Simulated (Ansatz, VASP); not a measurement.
# CoSi in VASP and in Ansatz

```
Co Si
1.0
     3.37990    0.00000    0.00000
    -1.68995    2.92708    0.00000
     0.00000    0.00000    5.02362
Co Si
2 2
Direct
  0.00000 0.00000 0.00000
  0.00000 0.00000 0.50000
  0.33333 0.66667 0.25000
  0.66667 0.33333 0.75000
```

Alike in both runs: functional PBE; k mesh 11 × 11 × 6; occupations fermi-dirac, width 0.05 eV; no spin polarisation.

Ansatz relaxed the structure, and its values are those at the end. VASP's run is a single point on that final structure, the one shown.

```csv
,VASP,Ansatz
version,VASP 6.6.1,Ansatz 0.2.0
potentials or method,"VASP PAW PBE potentials, release 64 (Co, Si)","PAW with Ansatz's default frozen-core files, scalar-relativistic"
plane-wave cutoff (eV),520,420
valence electrons in the cell,26,42
```

VASP gave:

```
pressure (GPa) : -0.1
```

Question: Estimate Ansatz's values.

Answer: Pressure (GPa): 0.0.

The two sets of potentials don't hold the same shells in valence.

Spin polarisation is off, so any magnetic state and its effect on volume and gap are missing.
